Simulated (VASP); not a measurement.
The system is Te2Mo.

```xyz
6
Lattice="3.5182 0.0000 0.0000 -1.7591 3.0469 0.0000 0.0000 0.0000 13.9736" Properties=species:S:1:pos:R:3 pbc="T T T"
Te    1.7591    1.0156    5.2960
Te    0.0000    2.0312   12.2828
Te    1.7591    1.0156    1.6908
Te    0.0000    2.0312    8.6776
Mo    1.7591    1.0156   10.4802
Mo    0.0000    2.0312    3.4934
```

- Program: VASP 6.6.1
- Task: relaxation of cell and atoms
- Functional: BLYP
- Potentials or basis: VASP PAW PBE potentials, release 64 (Te, Mo_sv)
- Cutoff: 600 eV
- k mesh: 9 × 9 × 2
- Occupations: fermi-dirac, width 0.05 eV
- Spin: no spin polarisation

At the start: pressure 9.4 GPa; volume 24.96 Å³/atom.

Question: How do energy, volume and symmetry change on relaxing?

Answer: Over 22 steps the energy falls by 114.3 meV/atom and the volume is 35.56 Å³/atom (+42.5 %); space group P6_3/mmc (No. 194, to 0.05 Å).

The path:
| step | energy change (eV) | largest force (eV/Å) | pressure (GPa) | volume (Å³) |
| --- | --- | --- | --- | --- |
| 1 | 0.0000 | 0.5208 | 9.43 | 149.79 |
| 2 | 0.1761 | 1.7768 | -7.10 | 183.96 |
| 3 | -0.3822 | 0.7116 | 0.10 | 163.92 |
| 4 | -0.3824 | 0.6901 | 0.25 | 163.61 |
| 5 | -0.4646 | 0.3973 | 0.18 | 166.77 |
| 6 | -0.4780 | 0.2090 | 0.17 | 168.67 |
| 7 | -0.5066 | 0.1885 | 0.07 | 170.29 |
| 8 | -0.5707 | 0.1276 | -0.07 | 175.13 |
| 9 | -0.6389 | 0.0078 | 0.14 | 184.74 |
| 10 | -0.6418 | 0.5123 | 1.77 | 203.71 |
| 11 | -0.6638 | 0.3582 | 1.16 | 206.55 |
| 12 | -0.6846 | 0.0375 | -0.04 | 212.93 |
| 13 | -0.6848 | 0.0124 | -0.13 | 213.45 |
| 14 | -0.6847 | 0.0027 | -0.16 | 213.65 |
| 15 | -0.6851 | 0.0007 | -0.15 | 213.63 |
| 16 | -0.6857 | 0.0118 | -0.08 | 213.58 |
| 17 | -0.6853 | 0.0325 | 0.02 | 213.47 |
| 18 | -0.6858 | 0.0181 | -0.08 | 213.54 |
| 19 | -0.6858 | 0.0166 | -0.07 | 213.55 |
| 20 | -0.6858 | 0.0172 | -0.06 | 213.55 |
| 21 | -0.6858 | 0.0175 | -0.07 | 213.54 |
| 22 | -0.6858 | 0.0028 | 0.00 | 213.38 |

Final structure:
```xyz
6
Lattice="3.6787 0.0000 0.0000 -1.8393 3.1858 0.0000 0.0000 0.0000 18.2067" Properties=species:S:1:pos:R:3 pbc="T T T"
Te    1.8393    1.0619    6.3570
Te    0.0000    2.1239   15.4604
Te    1.8393    1.0619    2.7463
Te    0.0000    2.1239   11.8497
Mo    1.8393    1.0619   13.6550
Mo    0.0000    2.1239    4.5517
```

Caveat: the volume moved by over 15 % at a fixed basis, so the end points are rough; the PAW data sets were made with another functional, which shifts forces and pressure a little; this functional lacks dispersion, which binds the layers, so the pressure and a relaxed spacing across them are unreliable, and here the layers came unbound; the volume moved by +42 % from the deposited cell, more than functionals usually miss.
